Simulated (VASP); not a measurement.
# Ir (Fm-3m) in VASP: further runs

Runs on Ir. Level: PBEsol. Tasks: relaxation of the atoms.

All numbers are computed with VASP 6.6.1; they aren't measurements. Logs are shortened: lines on timing, memory, paths and dates and some standing lists are left out, and cuts for length are marked.

## Step 1: The structure

It takes space group Fm-3m (No. 225, cubic). Conventional cell: a = 3.835 Å, b = 3.835 Å, c = 3.835 Å, α = 90.00°, β = 90.00°, γ = 90.00°. Ir (site symmetry m-3m) has 12 Ir at 2.71 Å as nearest neighbours.

## Step 2: Relaxation of the atoms, PBEsol

File INCAR:

```
PREC = Accurate
ENCUT = 600
EDIFF = 1E-7
ISMEAR = 1
SIGMA = 0.1
LREAL = False
LASPH = True
NELM = 80
ALGO = Fast
ISIF = 2
LWAVE = False
LCHARG = False
GGA = PS
IBRION = 2
NSW = 40
EDIFFG = -0.01
```

File KPOINTS:

```
regular mesh
0
Gamma
  16 16 16
```

File POSCAR:

```
Ir                                      
1.0
    0.0000000000      1.9172882864      1.9172882864
    1.9172882864      0.0000000000      1.9172882864
    1.9172882864      1.9172882864      0.0000000000
  Ir            
     1
Direct
     0.0000000000000000    0.0000000000000000    0.0000000000000000
```

Potentials or basis: VASP PAW PBE potentials, release 64 (Ir).

Run with:

```sh
> cat potpaw_PBE.64/Ir/POTCAR > POTCAR
> mpirun -np 1 vasp_std > vasp.out
```

OUTCAR:

```text
PREC = Accurate
   ENCUT = 600
   EDIFF = 1E-7
   ISMEAR = 1
   LREAL = False
   LASPH = True
   NELM = 80
   ISIF = 2
   GGA = PS
   IBRION = 2
   NSW = 40
   EDIFFG = -0.01

 ion  position               nearest neighbor table
   1  0.000  0.000  0.000-

  LATTYP: Found a face centered cubic cell.
 ALAT       =     3.8345765728

  Lattice vectors:

 A1 = (   0.0000000000,   1.9172882864,   1.9172882864)
 A2 = (   1.9172882864,   0.0000000000,   1.9172882864)
 A3 = (   1.9172882864,   1.9172882864,   0.0000000000)

Analysis of symmetry for initial positions (statically):
=====================================================================
 Subroutine PRICEL returns:
 Original cell was already a primitive cell.

 Routine SETGRP: Setting up the symmetry group for a
 face centered cubic supercell.

 Subroutine GETGRP returns: Found 48 space group operations
 (whereof 48 operations were pure point group operations)
 out of a pool of 48 trial point group operations.

The static configuration has the point symmetry O_h .

Analysis of symmetry for dynamics (positions and initial velocities):
=====================================================================
 Subroutine PRICEL returns:
 Original cell was already a primitive cell.

 Routine SETGRP: Setting up the symmetry group for a
 face centered cubic supercell.

 Subroutine GETGRP returns: Found 48 space group operations
 (whereof 48 operations were pure point group operations)
 out of a pool of 48 trial point group operations.

The dynamic configuration has the point symmetry O_h .

 Subroutine INISYM returns: Found 48 space group operations
 (whereof 48 operations are pure point group operations),
 and found     1 'primitive' translations

----------------------------------------------------------------------------------------

                                     Primitive cell

  volume of cell :      14.0959

  direct lattice vectors                    reciprocal lattice vectors
     0.000000000  1.917288286  1.917288286    -0.260784987  0.260784987  0.260784987
     1.917288286  0.000000000  1.917288286     0.260784987 -0.260784987  0.260784987
     1.917288286  1.917288286  0.000000000     0.260784987  0.260784987 -0.260784987

  length of vectors
     2.711455098  2.711455098  2.711455098     0.451692847  0.451692847  0.451692847

  position of ions in fractional coordinates (direct lattice)
     0.000000000  0.000000000  0.000000000

  ion indices of the primitive-cell ions
   primitive index   ion index
                 1           1

----------------------------------------------------------------------------------------

 KPOINTS: regular mesh

Automatic generation of k-mesh.
 Grid dimensions read from file:
 generate k-points for:   16   16   16

 Generating k-lattice:

  Cartesian coordinates                     Fractional coordinates (reciprocal lattice)
    -0.016299062  0.016299062  0.016299062     0.062500000  0.000000000  0.000000000
     0.016299062 -0.016299062  0.016299062     0.000000000  0.062500000  0.000000000
     0.016299062  0.016299062 -0.016299062     0.000000000  0.000000000  0.062500000

  Length of vectors
     0.028230803  0.028230803  0.028230803

  Shift w.r.t. Gamma in fractional coordinates (k-lattice)
     0.000000000  0.000000000  0.000000000

 Subroutine IBZKPT returns following result:
 ===========================================

 Found    145 irreducible k-points:

 Following reciprocal coordinates:
            Coordinates               Weight
  0.000000  0.000000  0.000000      1.000000
  0.062500  0.000000  0.000000      8.000000
  0.125000  0.000000  0.000000      8.000000
  0.187500  0.000000  0.000000      8.000000
  0.250000  0.000000  0.000000      8.000000
  0.312500  0.000000  0.000000      8.000000
[... 16 lines left out ...]
 -0.125000  0.062500  0.000000     24.000000
 -0.062500  0.062500  0.000000     12.000000
 [... further k-points ...]
   k-points           NKPTS =    145   k-points in BZ     NKDIM =    145   number of bands    NBANDS=      8
   number of dos      NEDOS =    301   number of ions     NIONS =      1
   total plane-waves  NPLWV =  13824
   dimension x,y,z NGX =    24 NGY =   24 NGZ =   24
   dimension x,y,z NGXF=    48 NGYF=   48 NGZF=   48
   ions per type =               1
   NGX,Y,Z   is equivalent  to a cutoff of  14.71, 14.71, 14.71 a.u.
   NGXF,Y,Z  is equivalent  to a cutoff of  29.43, 29.43, 29.43 a.u.
 SYSTEM =  unknown system
   PREC   = accura    normal or accurate (medium, high low for compatibility)
   ISTART =      0    job   : 0-new  1-cont  2-samecut
   ICHARG =      2    charge: 1-file 2-atom 10-const
   ISPIN  =      1    spin polarized calculation?
   LNONCOLLINEAR =      F non collinear calculations
   LSORBIT =      F    spin-orbit coupling
   LASPH  =      T    aspherical Exc in radial PAW
   ENCUT  =  600.0 eV  44.10 Ry    6.64 a.u.   5.42  5.42  5.42*2*pi/ulx,y,z
   NELM   =     80;   NELMIN=  2; NELMDL= -5     # of ELM steps
   EDIFF  = 0.1E-06   stopping-criterion for ELM
   LREAL  =      F    real-space projection
   EDIFFG = -.1E-01   stopping-criterion for IOM
   NSW    =     40    number of steps for IOM
   IBRION =      2    ionic relax: 0-MD 1-quasi-New 2-CG
   NFREE  =      1    steps in history (QN), initial steepest desc. (CG)
   ISIF   =      2    stress and relaxation
   ISYM   =      2    0-nonsym 1-usesym 2-fastsym
   POTIM  = 0.5000    time-step for ionic-motion
   TEBEG  =    0.0;   TEEND  =   0.0 temperature during run
   PSTRESS=    0.0 pullay stress
   NELECT =       9.0000    total number of electrons
   NUPDOWN=      -1.0000    fix difference up-down
   EMIN   =  10.00;   EMAX   =-10.00  energy-range for DOS
   EFERMI =   0.00;   METHOD = LEGACY
   ISMEAR =     1;   SIGMA  =   0.10  broadening in eV -4-tet -1-fermi 0-gaus
   EFERMI_NEDOS =   21; number of points for ismear=-14 and -15
   IALGO  =     68    algorithm
   IMIX   =      4    mixing-type and parameters
     AMIX     =   0.40;   BMIX     =  1.00
     AMIX_MAG =   1.60;   BMIX_MAG =  1.00
  volume/ion in A,a.u.               =      14.10        95.12
  Fermi-wavevector in a.u.,A,eV,Ry     =   1.409694  2.663936 27.038011  1.987238
  Thomas-Fermi vector in A             =   2.531724
   LORBIT       =      0    0 simple, 1 ext, 2 COOP (PROOUT), +10 PAW based schemes
   GGA     = PS    functional components
   LHFCALC =     F    Hartree Fock is set to
   AEXX    =    0.0000 exact exchange contribution
   IVDW    =     0    specifies the selected vdW correction
   LEPSILON=     F    determine dielectric tensor
   LRPA    =     F    only Hartree local field effects (RPA)
 conjugate gradient relaxation of ions
 non-spin polarized calculation
 RMM-DIIS sequential band-by-band and
 Methfessel and Paxton  Order N= 1 SIGMA  =   0.10
  energy-cutoff  :      600.00
  volume of cell :       14.10
 maximum number of plane-waves:       495
 NGX is ok and might be reduce to    24
   NGX = 11   NGY = 11   NGZ = 11

 number of electron       9.0000000 magnetization

 Free energy of the ion-electron system (eV)
  ---------------------------------------------------
  ext. energy  EPLUGINS =         0.00000000
  ---------------------------------------------------
  free energy    TOTEN  =        -9.80953208 eV

  energy without entropy =       -9.80926415  energy(sigma->0) =       -9.80944277

 E-fermi :  10.3085     XC(G=0): -14.1217

 val. band max:       10.3048755699   @ k =   0.3750   0.0625   0.0000
 cond. band min:      10.3112275583   @ k =   0.3125   0.2500   0.0625
 fundamental gap:      0.0063519884
 Fermi energy:        10.3085000516

 k-point     1 :       0.0000    0.0000    0.0000
  band No.  band energies     occupation
      1      -0.9213      2.00000
      2       6.3890      2.00000
      3       6.3890      2.00000
      4       6.3890      2.00000
      5       9.1221      2.00000
      6       9.1221      2.00000
      7      24.6189      0.00000
      8      30.2156      0.00000

 k-point     2 :       0.0625    0.0000    0.0000
  band No.  band energies     occupation
      1      -0.7468      2.00000
      2       6.2951      2.00000
      3       6.4650      2.00000
      4       6.4650      2.00000
      5       9.0727      2.00000
      6       9.0727      2.00000
      7      24.9219      0.00000
      8      29.2992      0.00000

 k-point     3 :       0.1250    0.0000    0.0000
  band No.  band energies     occupation
      1      -0.2462      2.00000
      2       6.0648      2.00000
      3       6.6556      2.00000
      4       6.6556      2.00000
      5       8.9765      2.00000
      6       8.9765      2.00000
      7      25.7292      0.00000
      8      27.6129      0.00000

 k-point     4 :       0.1875    0.0000    0.0000
  band No.  band energies     occupation
      1       0.4978      2.00000
      2       5.8427      2.00000
      3       6.8337      2.00000
      4       6.8337      2.00000
      5       8.9916      2.00000
      6       8.9916      2.00000
      7      25.7788      0.00000
      8      26.7990      0.00000

 k-point     5 :       0.2500    0.0000    0.0000
  band No.  band energies     occupation
      1       1.3002      2.00000
      2       5.8655      2.00000
      3       6.8395      2.00000
      4       6.8395      2.00000
      5       9.2989      2.00000
      6       9.2989      2.00000
      7      24.0754      0.00000
      8      27.0958      0.00000

 k-point     6 :       0.3125    0.0000    0.0000
  band No.  band energies     occupation
      1       1.8759      2.00000
      2       6.4233      2.00000
      3       6.6822      2.00000
      4       6.6822      2.00000
      5       9.8736      2.00000
      6       9.8736      2.00000
      7      22.2364      0.00000
      8      26.2104      0.00000

 k-point     7 :       0.3750    0.0000    0.0000
  band No.  band energies     occupation
      1       2.1018      2.00000
      2       6.4871      2.00000
      3       6.4871      2.00000
      4       7.5593      2.00000
      5      10.5216     -0.01022
      6      10.5216     -0.01022
      7      20.2255      0.00000
      8      25.0896      0.00000
[... 133 lines left out ...]
 k-point    20 :      -0.3125    0.0625    0.0000
  band No.  band energies     occupation
      1       2.1423      2.00000
      2       6.4542      2.00000
      3       6.6070      2.00000
      4       6.7133      2.00000
      5       9.6774      2.00000
      6      10.7346     -0.00000
      7      21.6635      0.00000
      8      26.0049      0.00000

 k-point    21 :      -0.2500    0.0625    0.0000
  band No.  band energies     occupation
      1       1.6829      2.00000
      2       5.8043      2.00000
      3       6.7733      2.00000
      4       6.9125      2.00000
      5       9.0067      2.00000
      6      10.0441      2.00119
      7      23.6253      0.00000
      8      27.0814      0.00000

 k-point    22 :      -0.1875    0.0625    0.0000
  band No.  band energies     occupation
      1       0.9172      2.00000
      2       5.6742      2.00000
      3       6.8883      2.00000
      4       6.9728      2.00000
      5       8.6205      2.00000
      6       9.5076      2.00000
      7      25.3642      0.00000
      8      27.2159      0.00000

 k-point    23 :      -0.1250    0.0625    0.0000
  band No.  band energies     occupation
      1       0.1275      2.00000
      2       5.8643      2.00000
      3       6.7959      2.00000
      4       6.8173      2.00000
      5       8.6410      2.00000
      6       9.2348      2.00000
      7      26.2944      0.00000
      8      27.0454      0.00000

 k-point    24 :      -0.0625    0.0625    0.0000
  band No.  band energies     occupation
      1      -0.4624      2.00000
      2       6.1257      2.00000
      3       6.5710      2.00000
      4       6.6239      2.00000
      5       8.8613      2.00000
      6       9.1478      2.00000
      7      25.4014      0.00000
      8      28.4730      0.00000

 [... further k-points ...]

------------------------ aborting loop because EDIFF is reached ----------------------------------------

  FORCE on cell =-STRESS in cart. coord.  units (eV):
  Direction    XX          YY          ZZ          XY          YZ          ZX
  --------------------------------------------------------------------------------------
  -------------------------------------------------------------------------------------
  Total        0.0007897      0.0007897      0.0007897      0.0000000      0.0000000      0.0000000
  in kB        0.0897562      0.0897562      0.0897562      0.0000000      0.0000000      0.0000000
  external PRESSURE =       0.0897562 kB  Pullay stress =       0.0000000 kB

 VOLUME and BASIS-vectors are now :
 -----------------------------------------------------------------------------
  energy-cutoff  :      600.00
  volume of cell :       14.10
      direct lattice vectors                 reciprocal lattice vectors
     0.000000000  1.917288286  1.917288286    -0.260784987  0.260784987  0.260784987
     1.917288286  0.000000000  1.917288286     0.260784987 -0.260784987  0.260784987
     1.917288286  1.917288286  0.000000000     0.260784987  0.260784987 -0.260784987

 POSITION                                       TOTAL-FORCE (eV/Angst)
 -----------------------------------------------------------------------------------
      0.00000      0.00000      0.00000        -0.000000     -0.000000      0.000000
 -----------------------------------------------------------------------------------
    total drift:                               -0.000000      0.000000     -0.000000

  FREE ENERGIE OF THE ION-ELECTRON SYSTEM (eV)
  ---------------------------------------------------
  free  energy   TOTEN  =        -9.8095320844 eV

  energy  without entropy=       -9.8092641466  energy(sigma->0) =       -9.80944277

 reached required accuracy - stopping structural energy minimisation
```

Run time: 11 s. Hardware: 1 thread of Intel Xeon 6975P-C (Granite Rapids), shared host; peak memory 0.16 GiB.

Results:

```
Free energy             : -9.8095 eV
Pressure after relaxing : 0.0 GPa
Band gap on the k mesh  : none (metal or under the smearing width)
```

Final structure:
```cif
data_structure
_symmetry_space_group_name_H-M 'P 1'
_symmetry_Int_Tables_number 1
_cell_length_a 2.7115
_cell_length_b 2.7115
_cell_length_c 2.7115
_cell_angle_alpha 60.000
_cell_angle_beta 60.000
_cell_angle_gamma 60.000
_cell_volume 14.10
loop_
_atom_site_label
_atom_site_type_symbol
_atom_site_fract_x
_atom_site_fract_y
_atom_site_fract_z
_atom_site_occupancy
Ir1 Ir 0.00000 0.00000 0.00000 1
```

Caveat: the relaxation stopped at its first step, so nothing moved; the PAW data sets were made with another functional, which shifts forces and pressure a little. The run has no spin-orbit coupling, so splittings on Ir are missing.

(Part 1 of 2 ends here.)
